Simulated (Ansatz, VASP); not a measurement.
TiC in VASP and in Ansatz

Contents of INCAR:

```
PREC = Accurate ; ENCUT = 520
EDIFF = 1E-6 ; ISMEAR = 0
SIGMA = 0.02 ; LREAL = False
LASPH = True ; NELM = 60
ALGO = Fast ; ISIF = 2
LWAVE = False ; LCHARG = False
GGA = PS ; NBANDS = 15
```

File KPOINTS:

```
regular mesh
0
Gamma
  11 11 11
```

The input POSCAR:

```
TiC
1.0
    0.0000000000      2.1657188437      2.1657188437
    2.1657188437      0.0000000000      2.1657188437
    2.1657188437      2.1657188437      0.0000000000
Ti C
1 1
Direct
    0.0000000000      0.0000000000      0.0000000000
    0.5000000000      0.5000000000      0.5000000000
```

Contents of input.yaml:

```yaml
crystal:
  lattice:
    - [0.0, 2.1657188437, 2.1657188437]
    - [2.1657188437, 0.0, 2.1657188437]
    - [2.1657188437, 2.1657188437, 0.0]
  atoms:
    - { symbol: Ti, position: [0.0, 0.0, 0.0] }
    - { symbol: C, position: [0.5, 0.5, 0.5] }
hamiltonian:
  xc: pbesol
  pseudopotentials: { kind: paw }
kpoints:
  mp_grid: { grid: [11, 11, 11] }
scf:
  occupations: { method: gaussian, width: 0.02 }
output:
  forces: true
  stress: true
  eigenvalues: true
```

The cell is a database's computed one.

Alike in both runs: task single point; functional PBEsol; k mesh 11 × 11 × 11; occupations gaussian, width 0.02 eV; no spin polarisation.

```csv
,VASP,Ansatz
version,VASP 6.6.1,Ansatz 0.2.0
potentials or method,"VASP PAW PBE potentials, release 64 (Ti_sv, C)",Ansatz PAW
plane-wave cutoff (eV),520,420
valence electrons in the cell,16,16
```

Ansatz gave:

* gap on the k mesh at the Fermi level (eV): none
* pressure (GPa): -6.7

Question: What did VASP give for the same quantities?

Answer: gap on the k mesh at the Fermi level (eV): none; pressure (GPa): -6.4.

A gap of «none» marks a metal or a gap that the smearing closes.

Caveats: the PAW data sets were made with another functional, which shifts forces and pressure a little (VASP); the PAW data sets come from PBE, with cores solved anew for the run's functional, which leaves a small shift of forces and pressure (Ansatz).
